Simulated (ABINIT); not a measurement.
Runs of ABINIT 10.8.3 (patched build) on KCl (Sylvite). The structure is cubic, space group Fm-3m (No. 225). The conventional cell has a = 6.293 Å, b = 6.293 Å, c = 6.293 Å, α = 90.00°, β = 90.00°, γ = 90.00°. K (site symmetry m-3m) has 6 Cl at 3.15 Å as nearest neighbours. Around Cl (site symmetry m-3m) lie 6 K at 3.15 Å. 

```csv
task,level,potentials or basis,k mesh,cutoff (eV),fine-grid cutoff,mesh quality,gap on the mesh (eV),pressure (GPa),V0 of scaled cells (Å³/atom),B0 (GPa)
equation of state,PBEsol,PseudoDojo NC SR PBEsol v0.4.1 standard,7 × 7 × 7,1007,-,not flagged,-,-,30.41,18
band structure,PBE,JTH PAW PBE v2.0,7 × 7 × 7,680,1278.94 eV,not flagged,5.19,(a),-,-
band structure,r2SCAN,JTH PAW PBE v2.0,7 × 7 × 7,816,1414.99 eV,not flagged,5.83,-,-,-
equation of state,PBE,JTH PAW PBE v2.0,7 × 7 × 7,680,1278.94 eV,not flagged,-,-,32.65,17
single point,PBEsol,PseudoDojo NC SR PBEsol v0.4.1 standard,7 × 7 × 7,1007,-,not flagged,(b),-0.4,-,-
equation of state,r2SCAN,JTH PAW PBE v2.0,4 × 4 × 4,816,1414.99 eV,coarse,-,-,31.36,18
equation of state,r2SCAN,JTH PAW PBE v2.0,7 × 7 × 7,816,1414.99 eV,not flagged,-,-,31.36,18
band structure,LDA,JTH PAW LDA v2.0,7 × 7 × 7,680,1278.94 eV,not flagged,4.74,-1.8,-,-
```

Alike in all rows: no spin polarisation; cell as given; smearing fermi-dirac 0.05 eV.

Problem. Estimate the missing entries.

Solution. (a) 0.8; (b) 5.03.

Caveats: some runs use coarse meshes; pressures at fixed basis lie under the slope of the energies (some runs); the PAW data sets were made with another functional, which shifts forces and pressure a little (some runs); an odd mesh through Γ misses points on the zone boundary, where band edges often lie (some runs).

Not every run made on this cell is shown here.
